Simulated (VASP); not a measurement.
# PtSe2 (P-3m1) in VASP: a series of runs

The runs below take PtSe2 through relaxation of cell and atoms, with PBE+D3(BJ).

Program: VASP 6.6.1. These are calculated values, not measurements. Logs are shortened: lines on timing, memory, paths and dates and some standing lists are left out, and cuts for length are marked.

**1. The structure**

The structure is trigonal, space group P-3m1 (No. 164). Conventional cell: a = 3.724 Å, b = 3.724 Å, c = 5.062 Å, α = 90.00°, β = 90.00°, γ = 120.00°. Around Pt (site symmetry -3m) lie 6 Se at 2.49 Å. Around Se (site symmetry 3m) lie 3 Pt at 2.49 Å.

**2. Relaxation of cell and atoms, PBE+D3(BJ)**

Contents of INCAR:

```
ALGO     = Normal         # electronic algorithm
EDIFF    = 1E-7           # SCF threshold, eV
EDIFFG   = -0.002         # ionic threshold
ENCUT    = 520            # plane-wave cutoff, eV
GGA      = PE             # functional
IBRION   = 2              # ionic algorithm
ISIF     = 3              # what is computed and relaxed
ISMEAR   = 0              # smearing method
IVDW     = 12             # dispersion correction
KPAR     = 4            
LASPH    = T              # aspherical terms in the spheres
LCHARG   = F              # write CHGCAR
LREAL    = F              # projectors in reciprocal space
LWAVE    = F              # write WAVECAR
NELM     = 60             # most SCF steps
NSW      = 80             # ionic steps
PREC     = Accurate       # precision mode
SIGMA    = 0.02           # smearing width, eV
```

Contents of KPOINTS:

```
k-points
0
Gamma
  6 6 4
```

Contents of POSCAR:

```
PtSe2
1.0
    3.7240000000      0.0000000000      0.0000000000
   -1.8620000000      3.2250786000      0.0000000000
    0.0000000000      0.0000000000      5.0620000000
Pt Se
1 2
Direct
    0.0000000000      0.0000000000      0.0000000000
    0.3333333300      0.6666666700      0.2500000000
    0.6666666700      0.3333333300      0.7500000000
```

Potentials or basis: VASP PAW PBE potentials, release 64 (Pt, Se).

Command:

```
cat potpaw_PBE.64/Pt/POTCAR potpaw_PBE.64/Se/POTCAR > POTCAR
mpirun -np 4 vasp_std > vasp.out
```

OUTCAR:

```text
EDIFF = 1E-7
   EDIFFG = -0.002
   ENCUT = 520
   GGA = PE
   IBRION = 2
   ISIF = 3
   ISMEAR = 0
   IVDW = 12
   LASPH = T
   LREAL = F
   NELM = 60
   NSW = 80
   PREC = Accurate
 IVDW          = 12

 ion  position               nearest neighbor table
   1  0.000  0.000  0.000-   2 2.49   3 2.49   2 2.49   3 2.49   3 2.49   2 2.49
   2  0.333  0.667  0.250-   1 2.49   1 2.49   1 2.49
   3  0.667  0.333  0.750-   1 2.49   1 2.49   1 2.49

  LATTYP: Found a hexagonal cell.
 ALAT       =     3.7240000000
 C/A-ratio  =     1.3592910849

  Lattice vectors:

 A1 = (   3.7240000000,   0.0000000000,   0.0000000000)
 A2 = (  -1.8620000000,   3.2250786000,   0.0000000000)
 A3 = (   0.0000000000,   0.0000000000,   5.0620000000)

Analysis of symmetry for initial positions (statically):
=====================================================================
 Subroutine PRICEL returns:
 Original cell was already a primitive cell.

 Routine SETGRP: Setting up the symmetry group for a
 hexagonal supercell.

 Subroutine GETGRP returns: Found 12 space group operations
 (whereof 12 operations were pure point group operations)
 out of a pool of 24 trial point group operations.

The static configuration has the point symmetry D_3d.

Analysis of symmetry for dynamics (positions and initial velocities):
=====================================================================
 Subroutine PRICEL returns:
 Original cell was already a primitive cell.

 Routine SETGRP: Setting up the symmetry group for a
 hexagonal supercell.

 Subroutine GETGRP returns: Found 12 space group operations
 (whereof 12 operations were pure point group operations)
 out of a pool of 24 trial point group operations.

The dynamic configuration has the point symmetry D_3d.

 Subroutine INISYM returns: Found 12 space group operations
 (whereof 12 operations are pure point group operations),
 and found     1 'primitive' translations

----------------------------------------------------------------------------------------

                                     Primitive cell

  volume of cell :      60.7956

  direct lattice vectors                    reciprocal lattice vectors
     3.724000000  0.000000000  0.000000000     0.268528464  0.155034981  0.000000000
    -1.862000000  3.225078600  0.000000000     0.000000000  0.310069962  0.000000000
     0.000000000  0.000000000  5.062000000     0.000000000  0.000000000  0.197550375

  length of vectors
     3.724000000  3.723999997  5.062000000     0.310069962  0.310069962  0.197550375

  position of ions in fractional coordinates (direct lattice)
[... 78 lines left out ...]
   ENCUT  =  520.0 eV  38.22 Ry    6.18 a.u.   6.92  6.92  9.41*2*pi/ulx,y,z
   NELM   =     60;   NELMIN=  2; NELMDL= -5     # of ELM steps
   EDIFF  = 0.1E-06   stopping-criterion for ELM
   LREAL  =      F    real-space projection
   EDIFFG = -.2E-02   stopping-criterion for IOM
   NSW    =     80    number of steps for IOM
   IBRION =      2    ionic relax: 0-MD 1-quasi-New 2-CG
   NFREE  =      1    steps in history (QN), initial steepest desc. (CG)
   ISIF   =      3    stress and relaxation
   ISYM   =      2    0-nonsym 1-usesym 2-fastsym
   POTIM  = 0.5000    time-step for ionic-motion
   TEBEG  =    0.0;   TEEND  =   0.0 temperature during run
   PSTRESS=    0.0 pullay stress
   NELECT =      22.0000    total number of electrons
   NUPDOWN=      -1.0000    fix difference up-down
   EMIN   =  10.00;   EMAX   =-10.00  energy-range for DOS
   EFERMI =   0.00;   METHOD = LEGACY
   ISMEAR =     0;   SIGMA  =   0.02  broadening in eV -4-tet -1-fermi 0-gaus
   EFERMI_NEDOS =   21; number of points for ismear=-14 and -15
   IALGO  =     38    algorithm
   IMIX   =      4    mixing-type and parameters
     AMIX     =   0.40;   BMIX     =  1.00
     AMIX_MAG =   1.60;   BMIX_MAG =  1.00
  volume/ion in A,a.u.               =      20.27       136.76
  Fermi-wavevector in a.u.,A,eV,Ry     =   1.166608  2.204570 18.517184  1.360975
  Thomas-Fermi vector in A             =   2.303119
   LORBIT       =      0    0 simple, 1 ext, 2 COOP (PROOUT), +10 PAW based schemes
   GGA     = PE    functional components
   LHFCALC =     F    Hartree Fock is set to
   AEXX    =    0.0000 exact exchange contribution
   IVDW    =    12    specifies the selected vdW correction
   LEPSILON=     F    determine dielectric tensor
   LRPA    =     F    only Hartree local field effects (RPA)
 conjugate gradient relaxation of ions
 non-spin polarized calculation
 Gauss-broadening in eV      SIGMA  =   0.02
  energy-cutoff  :      520.00
  volume of cell :       60.80
 maximum number of plane-waves:      1654
   NGX = 13   NGY = 13   NGZ = 19

--------------------------------------- Ionic step        1  -------------------------------------------

 number of electron      21.9999999 magnetization

 Free energy of the ion-electron system (eV)
  ---------------------------------------------------
  ext. energy  EPLUGINS =         0.00000000
  ---------------------------------------------------
  free energy    TOTEN  =       -14.18438637 eV

  energy without entropy =      -14.18409990  energy(sigma->0) =      -14.18424313

------------------------ aborting loop because EDIFF is reached ----------------------------------------

 Edisp (eV)   -1.43094

 E8    (eV) :    -0.6140
[... 108 lines left out ...]
  FREE ENERGIE OF THE ION-ELECTRON SYSTEM (eV)
  ---------------------------------------------------
  free  energy   TOTEN  =       -15.6379617365 eV

  energy  without entropy=      -15.6373643561  energy(sigma->0) =      -15.63766305

[... ionic steps 4 to 20 ...]

--------------------------------------- Ionic step       21  -------------------------------------------

 number of electron      21.9999996 magnetization

------------------------ aborting loop because EDIFF is reached ----------------------------------------
[... 77 lines left out ...]
--------------------------------------- Ionic step       23  -------------------------------------------

 number of electron      21.9999996 magnetization

 Free energy of the ion-electron system (eV)
  ---------------------------------------------------
  ext. energy  EPLUGINS =         0.00000000
  ---------------------------------------------------
  free energy    TOTEN  =       -14.19976408 eV

  energy without entropy =      -14.19908788  energy(sigma->0) =      -14.19942598

 E-fermi :   6.6728     XC(G=0): -10.8140

 val. band max:        6.6677789262   @ k =   0.3333   0.3333   0.0000
 cond. band min:       6.8077586170   @ k =   0.1667   0.1667   0.5000
 fundamental gap:      0.1399796909
 Fermi energy:         6.6728473512

 k-point     1 :       0.0000    0.0000    0.0000
  band No.  band energies     occupation
      1      -8.9667      2.00000
      2      -5.9020      2.00000
      3      -0.4273      2.00000
      4       0.4867      2.00000
      5       0.4867      2.00000
      6       2.9191      2.00000
      7       2.9191      2.00000
      8       4.2214      2.00000
      9       5.6894      2.00000
     10       5.6894      2.00000
     11       7.4502      0.00000
     12       7.7764      0.00000
     13       7.7764      0.00000
     14      10.0726      0.00000
[... 447 lines left out ...]
  FREE ENERGIE OF THE ION-ELECTRON SYSTEM (eV)
  ---------------------------------------------------
  free  energy   TOTEN  =       -15.6670587187 eV

  energy  without entropy=      -15.6663825212  energy(sigma->0) =      -15.66672062

 reached required accuracy - stopping structural energy minimisation
```

OSZICAR:

```text
N       E                     dE             d eps       ncg     rms          rms(c)
DAV:   1     0.111276151822E+03    0.11128E+03   -0.10293E+04   752   0.129E+03
DAV:   2    -0.103818340053E+02   -0.12166E+03   -0.11917E+03   930   0.237E+02
DAV:   3    -0.149426372786E+02   -0.45608E+01   -0.44635E+01   881   0.472E+01
DAV:   4    -0.149755612842E+02   -0.32924E-01   -0.32918E-01   902   0.447E+00
[... 200 lines left out ...]
       N       E                     dE             d eps       ncg     rms          rms(c)
DAV:   1    -0.141997646336E+02   -0.70851E-04   -0.84943E-06   734   0.252E-02    0.389E-03
DAV:   2    -0.141997642719E+02    0.36166E-06   -0.20349E-06   762   0.149E-02    0.245E-03
DAV:   3    -0.141997641596E+02    0.11226E-06   -0.19149E-07   388   0.484E-03    0.991E-04
DAV:   4    -0.141997640810E+02    0.78653E-07   -0.80632E-08   360   0.168E-03
  23 F= -.15667059E+02 E0= -.15666721E+02  d E =-.511931E-06
```

CONTCAR:

```text
PtSe2
   1.00000000000000
     3.7673627522088067    0.0000000000000000    0.0000000000000000
    -1.8836813761044033    3.2626318448631011    0.0000000000000000
    -0.0000000000000000   -0.0000000000000000    4.8417611929345492
  Pt              Se
     1     2
Direct
     0.0000000000000000    0.0000000000000000    0.0000000000000000
     0.3333333300000021    0.6666666699999979    0.2652642159963182
     0.6666666699999979    0.3333333300000021    0.7347357840036819

  0.00000000E+00  0.00000000E+00  0.00000000E+00
  0.00000000E+00  0.00000000E+00  0.00000000E+00
  0.00000000E+00  0.00000000E+00  0.00000000E+00
```

Run time: 80 s. Hardware: 4 MPI ranks of AMD EPYC 7R43 (Zen 3), shared host; peak memory 0.18 GiB.

What came out:

```yaml
Free_energy: -15.6671 eV
Relaxed_volume: 19.84 Å³/atom
Relaxed_cell: a = 3.767 Å, b = 3.767 Å, c = 4.842 Å, α = 90.00°, β = 90.00°, γ = 120.00°
Space_group_after_relaxing_to_0.05_Å: P-3m1 (No. 164)
Energy_gained_by_relaxing: 17.2 meV/atom
Ionic_steps: 23
Pressure_after_relaxing: 0.0 GPa
Band_gap_on_the_k_mesh: none (metal or under the smearing width)
Dispersion_energy_per_atom: -0.489 eV
```

The path:
| step | energy change (eV) | largest force (eV/Å) | pressure (GPa) | volume (Å³) |
| --- | --- | --- | --- | --- |
| 1 | 0.0000 | 0.5667 | 3.51 | 60.80 |
| 2 | 0.0318 | 0.3683 | -5.76 | 64.79 |
| 3 | -0.0226 | 0.1640 | -0.48 | 62.30 |
| 4 | -0.0226 | 0.1713 | -0.40 | 62.27 |
| 5 | -0.0267 | 0.1740 | -0.39 | 61.97 |
| 6 | -0.0390 | 0.1272 | -0.27 | 61.05 |
| 7 | -0.0463 | 0.1288 | 0.41 | 59.24 |
| 8 | -0.0474 | 0.0450 | 0.18 | 59.78 |
| 9 | -0.0505 | 0.0990 | -0.37 | 59.65 |
| 10 | -0.0506 | 0.1107 | -0.48 | 59.62 |
| 11 | -0.0499 | 0.0647 | 1.03 | 58.85 |
| 12 | -0.0514 | 0.0359 | 0.16 | 59.29 |
| 13 | -0.0516 | 0.0215 | -0.03 | 59.40 |
| 14 | -0.0516 | 0.0209 | -0.04 | 59.41 |
| 15 | -0.0517 | 0.0056 | 0.12 | 59.38 |
| 16 | -0.0517 | 0.0007 | 0.08 | 59.39 |
| 17 | -0.0517 | 0.0030 | 0.03 | 59.45 |
| 18 | -0.0517 | 0.0060 | -0.01 | 59.50 |
| 19 | -0.0517 | 0.0052 | 0.00 | 59.50 |
| 20 | -0.0517 | 0.0045 | 0.02 | 59.50 |
| 21 | -0.0517 | 0.0033 | -0.05 | 59.53 |
| 22 | -0.0517 | 0.0022 | 0.00 | 59.51 |
| 23 | -0.0517 | 0.0015 | -0.01 | 59.51 |

Final structure:
```
Pt Se
1.0
     3.76736    0.00000    0.00000
    -1.88368    3.26263    0.00000
     0.00000    0.00000    4.84176
Pt Se
1 2
Cartesian
  0.0000 0.0000 0.0000
  0.0000 2.1751 1.2843
  1.8837 1.0875 3.5574
```

Caveat: pairwise dispersion overbinds metals, which lowers pressure and volume. Spin-orbit coupling is left out, which matters for the levels of Pt.

**3. Relaxation of cell and atoms, PBE+D3(BJ)**

This run uses another cell than the first one, of 19.84 Å³/atom, 0.979 times its volume.

INCAR is that of step 2.

KPOINTS is that of step 2.

Contents of POSCAR:

```
PtSe2                                   
1.0
    3.7673627522      0.0000000000      0.0000000000
   -1.8836813761      3.2626318449      0.0000000000
   -0.0000000000     -0.0000000000      4.8417611929
  Pt              Se            
     1     2
Direct
     0.0000000000000000    0.0000000000000000    0.0000000000000000
     0.3333333300000021    0.6666666699999979    0.2652642159963182
     0.6666666699999979    0.3333333300000021    0.7347357840036819
```

Potentials or basis: VASP PAW PBE potentials, release 64 (Pt, Se).

Command:

```
cat potpaw_PBE.64/Pt/POTCAR potpaw_PBE.64/Se/POTCAR > POTCAR
mpirun -np 4 vasp_std > vasp.out
```

OUTCAR:

```text
EDIFF = 1E-7
   EDIFFG = -0.002
   ENCUT = 520
   GGA = PE
   IBRION = 2
   ISIF = 3
   ISMEAR = 0
   IVDW = 12
   LASPH = T
   LREAL = F
   NELM = 60
   NSW = 80
   PREC = Accurate
 IVDW          = 12

 ion  position               nearest neighbor table
   1  0.000  0.000  0.000-   2 2.53   3 2.53   2 2.53   3 2.53   3 2.53   2 2.53
   2  0.333  0.667  0.265-   1 2.53   1 2.53   1 2.53
   3  0.667  0.333  0.735-   1 2.53   1 2.53   1 2.53

  LATTYP: Found a hexagonal cell.
 ALAT       =     3.7673627522
 C/A-ratio  =     1.2851858213

  Lattice vectors:

 A1 = (   3.7673627522,   0.0000000000,   0.0000000000)
 A2 = (  -1.8836813761,   3.2626318449,   0.0000000000)
 A3 = (   0.0000000000,   0.0000000000,   4.8417611929)

Analysis of symmetry for initial positions (statically):
=====================================================================
 Subroutine PRICEL returns:
 Original cell was already a primitive cell.

 Routine SETGRP: Setting up the symmetry group for a
 hexagonal supercell.

 Subroutine GETGRP returns: Found 12 space group operations
 (whereof 12 operations were pure point group operations)
[... 185 lines left out ...]
     10       5.6893      2.00000
     11       7.4501      0.00000
     12       7.7764      0.00000
     13       7.7764      0.00000
     14      10.0726      0.00000
[... 401 lines left out ...]
      2      -6.8907      2.00000
      3       0.2927      2.00000
      4       0.2927      2.00000
      5       0.7422      2.00000
      6       2.2748      2.00000
      7       2.4125      2.00000
      8       2.4125      2.00000
      9       3.2645      2.00000
     10       4.2277      2.00000
     11       4.2277      2.00000
     12       9.0073      0.00000
     13       9.0073      0.00000
     14      13.2656      0.00000
     15      14.2837      0.00000

------------------------ aborting loop because EDIFF is reached ----------------------------------------

 Edisp (eV)   -1.46729

 E8    (eV) :    -0.6304

  FORCE on cell =-STRESS in cart. coord.  units (eV):
  Direction    XX          YY          ZZ          XY          YZ          ZX
  --------------------------------------------------------------------------------------
  -------------------------------------------------------------------------------------
  Total      -0.00211    -0.00211    -0.00469     0.00000     0.00000     0.00000
  in kB      -0.05679    -0.05679    -0.12634     0.00000     0.00000     0.00000
  external pressure =       -0.08 kB  Pullay stress =        0.00 kB

 VOLUME and BASIS-vectors are now :
 -----------------------------------------------------------------------------
  energy-cutoff  :      520.00
  volume of cell :       59.51
      direct lattice vectors                 reciprocal lattice vectors
     3.767362752  0.000000000  0.000000000     0.265437672  0.153250512  0.000000000
    -1.883681376  3.262631845  0.000000000     0.000000000  0.306501024  0.000000000
     0.000000000  0.000000000  4.841761193     0.000000000  0.000000000  0.206536415

 POSITION                                       TOTAL-FORCE (eV/Angst)
 -----------------------------------------------------------------------------------
      0.00000      0.00000      0.00000         0.000000      0.000000      0.000000
     -0.00000      2.17509      1.28435        -0.000000     -0.000000      0.001484
      1.88368      1.08754      3.55742         0.000000      0.000000     -0.001484
 -----------------------------------------------------------------------------------
    total drift:                                0.000000     -0.000000      0.000000

  FREE ENERGIE OF THE ION-ELECTRON SYSTEM (eV)
  ---------------------------------------------------
  free  energy   TOTEN  =       -15.6667978924 eV

  energy  without entropy=      -15.6661217794  energy(sigma->0) =      -15.66645984

 reached required accuracy - stopping structural energy minimisation
```

OSZICAR:

```text
N       E                     dE             d eps       ncg     rms          rms(c)
DAV:   1     0.116501130863E+03    0.11650E+03   -0.10265E+04   736   0.130E+03
DAV:   2    -0.101292085304E+02   -0.12663E+03   -0.12383E+03   959   0.237E+02
DAV:   3    -0.148776112900E+02   -0.47484E+01   -0.47297E+01   853   0.491E+01
DAV:   4    -0.149204403995E+02   -0.42829E-01   -0.42807E-01   888   0.487E+00
DAV:   5    -0.149208314342E+02   -0.39103E-03   -0.39002E-03   860   0.461E-01    0.121E+01
DAV:   6    -0.144314579414E+02    0.48937E+00   -0.50549E+00   720   0.215E+01    0.770E+00
DAV:   7    -0.142132359856E+02    0.21822E+00   -0.97181E-01   727   0.104E+01    0.389E+00
DAV:   8    -0.142039975748E+02    0.92384E-02   -0.78044E-02   804   0.194E+00    0.836E-01
DAV:   9    -0.141994371970E+02    0.45604E-02   -0.13130E-02   783   0.121E+00    0.212E-01
DAV:  10    -0.141994808054E+02   -0.43608E-04   -0.22788E-03   818   0.322E-01    0.371E-02
DAV:  11    -0.141995038529E+02   -0.23047E-04   -0.89172E-05   895   0.664E-02    0.348E-02
DAV:  12    -0.141995055570E+02   -0.17042E-05   -0.47291E-06   804   0.174E-02    0.171E-02
DAV:  13    -0.141995031285E+02    0.24285E-05   -0.59446E-06   839   0.184E-02    0.279E-03
DAV:  14    -0.141995032734E+02   -0.14488E-06   -0.95090E-07   846   0.666E-03    0.165E-03
DAV:  15    -0.141995032547E+02    0.18707E-07   -0.28468E-08   430   0.162E-03
   1 F= -.15666798E+02 E0= -.15666460E+02  d E =-.156668E+02
```

CONTCAR:

```text
PtSe2
   1.00000000000000
     3.7673627521999999    0.0000000000000000    0.0000000000000000
    -1.8836813761000000    3.2626318449000000    0.0000000000000000
     0.0000000000000000    0.0000000000000000    4.8417611929000000
  Pt              Se
     1     2
Direct
     0.0000000000000000    0.0000000000000000    0.0000000000000000
     0.3333333300000021    0.6666666699999979    0.2652642159963179
     0.6666666699999979    0.3333333300000021    0.7347357840036821

  0.00000000E+00  0.00000000E+00  0.00000000E+00
  0.00000000E+00  0.00000000E+00  0.00000000E+00
  0.00000000E+00  0.00000000E+00  0.00000000E+00
```

Run time: 6.1 s. Hardware: 4 MPI ranks of AMD EPYC 7R43 (Zen 3), shared host; peak memory 0.16 GiB.

What came out:

```
Free energy                : -15.6668 eV
Pressure after relaxing    : 0.0 GPa
Band gap on the k mesh     : none (metal or under the smearing width)
Dispersion energy per atom : -0.489 eV
```

Final structure:
```
Pt Se
1.0
     3.76736    0.00000    0.00000
    -1.88368    3.26263    0.00000
     0.00000    0.00000    4.84176
Pt Se
1 2
Direct
  0.00000 0.00000 0.00000
  0.33333 0.66667 0.26526
  0.66667 0.33333 0.73474
```

Caveat: the relaxation stopped at its first step, so nothing moved; pairwise dispersion overbinds metals, which lowers pressure and volume. Spin-orbit coupling is left out, which matters for the levels of Pt.
